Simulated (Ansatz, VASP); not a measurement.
LiH in VASP and in Ansatz

```
Li H
1.0
     0.00000    2.19510    2.03250
     2.19510    0.00000    2.03250
     2.19510    2.19510    0.00000
Li H
1 1
Direct
  0.00000 0.00000 0.00000
  0.50000 0.50000 0.50000
```

Change from the starting cell: strain +0.080 along x and y, +0.000 along z, atoms carried along.

Alike in both runs: task single point; functional PBEsol; k mesh 10 × 10 × 10; occupations gaussian, width 0.05 eV; no spin polarisation.

```csv
,VASP,Ansatz
version,VASP 6.6.1,Ansatz 0.2.0
potentials or method,"VASP PAW PBE potentials, release 64 (Li_sv, H)","scalar-relativistic, plane waves, PAW"
plane-wave cutoff (eV),520,420
valence electrons in the cell,4,4
```

|  | VASP | Ansatz | Ansatz less VASP |
| --- | --- | --- | --- |
| gap on the k mesh at the Fermi level (eV) | 2.25 | 2.25 | +0.003 |
| least direct gap on the mesh (eV) | 2.77 | 2.78 | +0.004 |

 A k mesh can miss the band edges.
